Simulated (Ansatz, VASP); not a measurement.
Sb: VASP beside Ansatz

POSCAR

```
Sb
1.0
    3.0020000000      0.0000000000      0.0000000000
    0.0000000000      3.0020000000      0.0000000000
    0.0000000000      0.0000000000      3.0020000000
Sb
1
Direct
    0.0000000000      0.0000000000      0.0000000000
```

File INCAR.step1:

```
SYSTEM = Sb
ALGO     = Normal         ! electronic algorithm
EDIFF    = 1E-4           ! SCF threshold, eV
ENCUT    = 520            ! plane-wave cutoff, eV
GGA      = PE             ! functional
ISMEAR   = 0              ! smearing method
LASPH    = .True.         ! aspherical terms in the spheres
LCHARG   = .False.        ! write CHGCAR
LREAL    = .False.        ! projectors in reciprocal space
LWAVE    = .True.         ! write WAVECAR
NBANDS   = 8              ! bands
NELM     = 80             ! most SCF steps
PREC     = Accurate       ! precision mode
SIGMA    = 0.15           ! smearing width, eV
```

The input INCAR.step2:

```
SYSTEM = Sb
ALGO     = Normal         ! electronic algorithm
EDIFF    = 1E-7           ! SCF threshold, eV
ENCUT    = 520            ! plane-wave cutoff, eV
ISIF     = 2              ! what is computed and relaxed
ISMEAR   = 0              ! smearing method
ISTART   = 1            
LASPH    = .True.         ! aspherical terms in the spheres
LCHARG   = .True.         ! write CHGCAR
LELF     = .True.         ! ELF
LMIXTAU  = .True.       
LREAL    = .False.        ! projectors in reciprocal space
LVHAR    = .True.       
LWAVE    = .False.        ! write WAVECAR
METAGGA  = R2SCAN         ! meta-GGA
NBANDS   = 8              ! bands
NELM     = 80             ! most SCF steps
PREC     = Accurate       ! precision mode
SIGMA    = 0.15           ! smearing width, eV
```

File KPOINTS:

```
k-points
0
Gamma
  16 16 16
  0 0 0
```

Input for Ansatz:

```yaml
crystal:
  lattice:
    - [3.002, 0.0, 0.0]
    - [0.0, 3.002, 0.0]
    - [0.0, 0.0, 3.002]
  atoms:
    - { symbol: Sb, position: [0.0, 0.0, 0.0] }
basis:
  ecutwfc: 500
kpoints:
  mp_grid: { grid: [16, 16, 16] }
hamiltonian:
  xc: r2scan
scf:
  occupations: { method: gaussian, width: 0.15 }
output:
  forces: true
  stress: true
  eigenvalues: true
```

Change from the starting cell: strain -0.050 along x and y, -0.050 along z, atoms carried along.

Alike in both runs: task single point; functional r2SCAN; k mesh 16 × 16 × 16; occupations gaussian, width 0.15 eV; no spin polarisation.

|  | VASP | Ansatz |
| --- | --- | --- |
| version | VASP 6.6.1 | Ansatz 0.2.0 |
| potentials or method | VASP PAW PBE potentials, release 64 (Sb) | scalar-relativistic, plane waves, PAW |
| plane-wave cutoff (eV) | 520 | 500 |
| valence electrons in the cell | 5 | 15 |

VASP gave:

| Quantity | Value |
| --- | --- |
| gap on the k mesh at the Fermi level (eV) | none |
| pressure (GPa) | 6.2 |

Which values does Ansatz return?

gap on the k mesh at the Fermi level (eV): none; pressure (GPa): 6.1.

A gap of «none» marks a metal or a gap that the smearing closes. The two sets of potentials don't hold the same shells in valence.

Caveats: the PAW data sets were made with another functional, which shifts forces and pressure a little (VASP). The runs have no spin-orbit coupling, so splittings on Sb are missing.
